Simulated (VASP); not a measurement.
Input of a VASP 6.6.1 run:

INCAR

```
SYSTEM = MnSi
ALGO     = Normal         ! electronic algorithm
AMIX     = 0.2          
AMIX_MAG = 0.8          
BMIX     = 1E-4         
BMIX_MAG = 1E-4         
EDIFF    = 1E-7           ! SCF threshold, eV
ENCUT    = 600            ! plane-wave cutoff, eV
ISIF     = 2              ! what is computed and relaxed
ISMEAR   = 1              ! smearing method
ISPIN    = 2              ! spin polarisation
KPAR     = 4            
LASPH    = .TRUE.         ! aspherical terms in the spheres
LCHARG   = .FALSE.        ! write CHGCAR
LMAXMIX  = 4              ! l up to which the mixer works
LORBIT   = 11             ! projections on sites
LREAL    = .FALSE.        ! projectors in reciprocal space
LWAVE    = .FALSE.        ! write WAVECAR
MAGMOM   = 3.5 3.5 3.5 3.5 0 0 0 0 ! initial moments
NELM     = 150            ! most SCF steps
PREC     = Accurate       ! precision mode
SIGMA    = 0.1            ! smearing width, eV
```

Contents of KPOINTS:

```
k-points
0
G
  8 8 8
  0 0 0
```

The input POSCAR:

```
MnSi
1.0
    4.5480000000      0.0000000000      0.0000000000
    0.0000000000      4.5480000000      0.0000000000
    0.0000000000      0.0000000000      4.5480000000
Mn Si
4 4
Direct
    0.1380000000      0.1380000000      0.1380000000
    0.3620000000      0.8620000000      0.6380000000
    0.6380000000      0.3620000000      0.8620000000
    0.8620000000      0.6380000000      0.3620000000
    0.8460000000      0.8460000000      0.8460000000
    0.6540000000      0.1540000000      0.3460000000
    0.3460000000      0.6540000000      0.1540000000
    0.1540000000      0.3460000000      0.6540000000
```

Potentials or basis: VASP PAW LDA potentials, release 64 (Mn_pv, Si).

Run with:

```sh
$ cat potpaw_LDA.64/Mn_pv/POTCAR potpaw_LDA.64/Si/POTCAR > POTCAR
$ mpirun -np 4 vasp_std > vasp.out
```

**Question.** Estimate the largest force.

**Answer.** 0.347 eV/Å.

**Question.** Estimate the pressure.

**Answer.** -16.1 GPa.

Forces in eV/Å, atoms in the order of the input:
```
Mn  -0.200 -0.200 -0.200
Mn   0.200  0.200 -0.200
Mn  -0.200  0.200  0.200
Mn   0.200 -0.200  0.200
Si  -0.076 -0.076 -0.076
Si   0.076  0.076 -0.076
Si  -0.076  0.076  0.076
Si   0.076 -0.076  0.076
```

Caveat: so large a pressure means that the cell lies far from this level's equilibrium, or that cutoff or potentials fall short.
